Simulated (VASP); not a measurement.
## Sb: relaxation of cell and atoms with PBEsol

Crystal: Sb.

```
CELL_PARAMETERS angstrom
3.12240 0.00000 0.00000
0.00000 4.34752 0.00000
-0.03891 0.00000 4.40585
ATOMIC_POSITIONS crystal
Sb 0.98861 0.75000 0.75883
Sb 0.01139 0.25000 0.24117
```

This isn't the form of Sb at room conditions, which is rhombohedral.

```yaml
Program: VASP 6.6.1
Task: relaxation of cell and atoms
Functional: PBEsol
Potentials_or_basis: VASP PAW PBE potentials, release 64 (Sb)
Cutoff: 300 eV
k_mesh: 14 × 10 × 10
Occupations: gaussian, width 0.1 eV
Spin: no spin polarisation
Further_INCAR_settings: ALGO = Normal; EDIFF = 1e-07; IBRION = 2; EDIFFG = -0.005; NSW = 90; ISIF = 3
```

- Relaxed volume: 28.73 Å³/atom
- Relaxed cell: a = 3.066 Å, b = 4.329 Å, c = 4.330 Å, α = 90.00°, β = 89.94°, γ = 90.00°
- Space group after relaxing (to 0.05 Å): Pm-3m (No. 221)
- Energy gained by relaxing: 12.3 meV/atom
- Ionic steps: 21
- Pressure after relaxing: 0.0 GPa
- Band gap on the k mesh: none (metal or under the smearing width)

The path:
```tsv
step	energy change (eV)	largest force (eV/Å)	pressure (GPa)	volume (Å³)
1	0.0000	0.1045	-2.15	59.81
2	-0.0135	0.1811	1.32	56.40
3	-0.0176	0.1590	0.10	57.47
4	-0.0199	0.1289	0.09	57.43
5	-0.0229	0.0415	0.13	57.34
6	-0.0238	0.0213	-0.12	57.54
7	-0.0239	0.0227	-0.06	57.49
8	-0.0240	0.0207	0.03	57.41
9	-0.0240	0.0199	0.09	57.36
10	-0.0240	0.0194	0.08	57.37
11	-0.0242	0.0194	0.04	57.41
12	-0.0242	0.0249	-0.04	57.49
13	-0.0242	0.0226	-0.02	57.46
14	-0.0243	0.0224	-0.02	57.47
15	-0.0244	0.0229	-0.05	57.49
16	-0.0244	0.0193	0.01	57.44
17	-0.0245	0.0156	0.07	57.38
18	-0.0245	0.0091	-0.01	57.45
19	-0.0245	0.0064	-0.04	57.49
20	-0.0245	0.0070	-0.04	57.48
21	-0.0245	0.0017	-0.01	57.46
```

Final structure:
```
Sb
1.0
     3.06556    0.00000    0.01520
     0.00000    4.32898    0.00000
    -0.01669    0.00000    4.32954
Sb
2
Direct
  0.00043 0.75000 0.74994
  0.99957 0.25000 0.25006
```

Levels at points of the mesh, in eV from the Fermi level:
```csv
k point,band 1,band 2,band 3,band 4,band 5,band 6,band 7,band 8,band 9
"(0.00, 0.00, 0.00)",-12.69,-7.38,-3.70,-3.70,1.98,3.33,3.37,3.37,6.99
"(0.50, 0.00, 0.00)",-10.14,-5.85,-4.32,-1.69,-1.69,-1.66,4.75,4.77,4.77
"(0.00, 0.50, 0.00)",-10.85,-10.85,-1.44,-1.44,-0.95,-0.95,5.10,5.10,8.10
"(0.50, 0.50, 0.00)",-8.26,-8.26,-4.15,-4.15,0.65,0.65,1.65,1.65,5.52
"(0.00, 0.00, 0.50)",-10.85,-10.85,-1.44,-1.44,-0.95,-0.95,5.09,5.10,8.10
"(0.50, 0.00, 0.50)",-8.26,-8.26,-4.15,-4.15,0.65,0.66,1.65,1.65,5.52
"(0.00, 0.50, 0.50)",-10.12,-10.12,-5.86,-5.86,5.48,5.48,5.52,5.52,9.18
"(0.50, 0.50, 0.50)",-7.40,-7.40,-3.72,-3.72,-3.69,-3.69,1.98,1.98,7.70
```

Run time: 5.9 min on 1 thread of AMD EPYC 9R45 96-Core Processor (Zen 5) (shared host), peak memory 0.2 GiB.

Caveat: the PAW data sets were made with another functional, which shifts forces and pressure a little. The run has no spin-orbit coupling, so splittings on Sb are missing.
